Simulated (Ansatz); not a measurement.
The system is MgO.

```
CELL_PARAMETERS angstrom
0.00000 2.09700 2.09700
2.09700 0.00000 2.09700
2.09700 2.09700 0.00000
ATOMIC_POSITIONS crystal
Mg 0.00000 0.00000 0.00000
O 0.50000 0.50000 0.50000
```

The cell is a database's computed one.

```yaml
Program: Ansatz 0.2.0
Task: relaxation of cell and atoms
Functional: revPBE
Dispersion: D4
Potentials_or_basis: all-electron LAPW, scalar-relativistic
Basis_error_allowed: 0.001 eV/atom
k_mesh: 11 × 11 × 11
Occupations: fermi-dirac, width 0.05 eV
Spin: no spin polarisation
```

At the start: volume 9.22 Å³/atom.

**Question.** Where does the relaxation end?

**Answer.** Over 5 steps the energy falls by 2.2 meV/atom and the volume is 9.43 Å³/atom (+2.3 %); space group Fm-3m (No. 225, to 0.05 Å).

Step by step:
| step | energy change (eV) | largest force (eV/Å) | volume (Å³) |
| --- | --- | --- | --- |
| 1 | 0.0000 | 0.0000 | 18.44 |
| 2 | -0.0028 | 0.0000 | 18.61 |
| 3 | -0.0045 | 0.0000 | 18.85 |
| 4 | -0.0045 | 0.0000 | 18.86 |
| 5 | -0.0045 | 0.0000 | 18.86 |

Final structure:
```xyz
2
Lattice="0.0000 2.1126 2.1126 2.1126 0.0000 2.1126 2.1126 2.1126 0.0000" Properties=species:S:1:pos:R:3 pbc="T T T"
Mg    0.0000    0.0000    0.0000
O     2.1126    2.1126    2.1126
```
